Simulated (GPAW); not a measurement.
Crystal: Hf.

```
Hf
1.0
    -0.05939    2.17922    2.20623
     2.16303   -0.00228    2.14912
     2.25618    2.21527   -0.09543
Hf
1
Direct
  0.00000 0.00000 0.00000
```

The cell isn't the ideal one: cell strained at random at fixed volume.

* Program: GPAW 26.7.0
* Task: relaxation of cell and atoms
* Functional: RPBE
* Dispersion: D3(BJ)+ATM
* Potentials or basis: PAW data sets generated in the run's folder for this functional
* Cutoff: 600 eV
* Basis: pw
* k mesh: 5 × 6 × 5
* Occupations: fermi-dirac, width 0.05 eV
* Spin: collinear spin, random start
* Starting moments: [-0.14] μB
* Hubbard terms: Hf d U = 3 eV

At the start: pressure -8.7 GPa; volume 21.88 Å³/atom.

Question: Where does the relaxation end?

Answer: Over 8 steps the energy falls by 93.3 meV/atom and the volume is 20.34 Å³/atom (-7.0 %); space group I4/mmm (No. 139, to 0.05 Å); moment 0.00 μB per cell.

Step by step:
```csv
step,energy change (eV),largest force (eV/Å),pressure (GPa),volume (Å³)
1,0.0000,0.0000,-8.72,21.88
2,-0.0723,0.0000,-2.59,20.79
3,-0.0895,0.0000,0.34,20.27
4,-0.0917,0.0000,0.60,20.24
5,-0.0925,0.0000,0.24,20.30
6,-0.0930,0.0000,-0.19,20.37
7,-0.0932,0.0000,-0.21,20.37
8,-0.0933,0.0000,-0.07,20.34
```

Final structure:
```cif
data_structure
_symmetry_space_group_name_H-M 'P 1'
_symmetry_Int_Tables_number 1
_cell_length_a 3.0680
_cell_length_b 3.0465
_cell_length_c 3.0680
_cell_angle_alpha 60.547
_cell_angle_beta 59.397
_cell_angle_gamma 60.533
_cell_volume 20.34
loop_
_atom_site_label
_atom_site_type_symbol
_atom_site_fract_x
_atom_site_fract_y
_atom_site_fract_z
_atom_site_occupancy
Hf1 Hf 0.00000 0.00000 0.00000 1
```

Caveat: the k mesh is coarse (spacing up to 0.48 Å⁻¹), so the values aren't converged; each step starts from the last one's moments, so a moment once lost doesn't come back; later steps reuse the first step's grids; pairwise dispersion overbinds metals, which lowers pressure and volume; the U is typed as a test and isn't derived for this compound.
